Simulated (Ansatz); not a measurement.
## SiC: what a change does to the field gradients

Base: a structure deposited in the COD, ions relaxed with PBE at fixed cell.

```
Si C
1.0
     3.09500    0.00000    0.00000
    -1.54750    2.68035    0.00000
     0.00000    0.00000   15.17000
Si C
6 6
Direct
  0.00000 0.00000 0.12505
  0.00000 0.00000 0.62505
  0.33333 0.66667 0.29183
  0.66667 0.33333 0.79183
  0.33333 0.66667 0.95832
  0.66667 0.33333 0.45832
  0.00000 0.00000 0.99967
  0.00000 0.00000 0.49967
  0.33333 0.66667 0.16683
  0.66667 0.33333 0.66683
  0.33333 0.66667 0.83331
  0.66667 0.33333 0.33331
```

Atom numbers follow the list; atoms alike are taken as one site, whose name carries the number of the first.

All values are calculated (Ansatz; DFT, PBE, plane waves and PAW (field gradients read without the response of the frozen cores, which leaves them typically 4 to 6 % off), scalar-relativistic, 420 eV cutoff, Γ-centred 10×10×2 k-points, Fermi–Dirac smearing 0.02 eV), not measured.

Problem. Variant: z compressed by 1 %, ions relaxed. What happens to the gradients (10²¹ V/m²)?

Solution. 

```json
{"site": "Si1", "atoms": "1, 2", "V_zz base": "-0.093", "η base": "0.00", "V_zz variant": "-0.28", "η variant": "0.00"}
{"site": "Si3", "atoms": "3, 4", "V_zz base": "0.16", "η base": "0.00", "V_zz variant": "0.007", "η variant": "0.00"}
{"site": "Si5", "atoms": "5, 6", "V_zz base": "0.20", "η base": "0.00", "V_zz variant": "0.059", "η variant": "0.00"}
{"site": "C7", "atoms": "7, 8", "V_zz base": "0.18", "η base": "0.00", "V_zz variant": "0.041", "η variant": "0.00"}
{"site": "C9", "atoms": "9, 10", "V_zz base": "0.036", "η base": "0.00", "V_zz variant": "-0.11", "η variant": "0.00"}
{"site": "C11", "atoms": "11, 12", "V_zz base": "<0.005", "η base": "–", "V_zz variant": "-0.15", "η variant": "0.00"}
```

The largest change of V_zz is on Si1, from -0.093 to -0.28. V_zz changes sign on C9 (same axis).
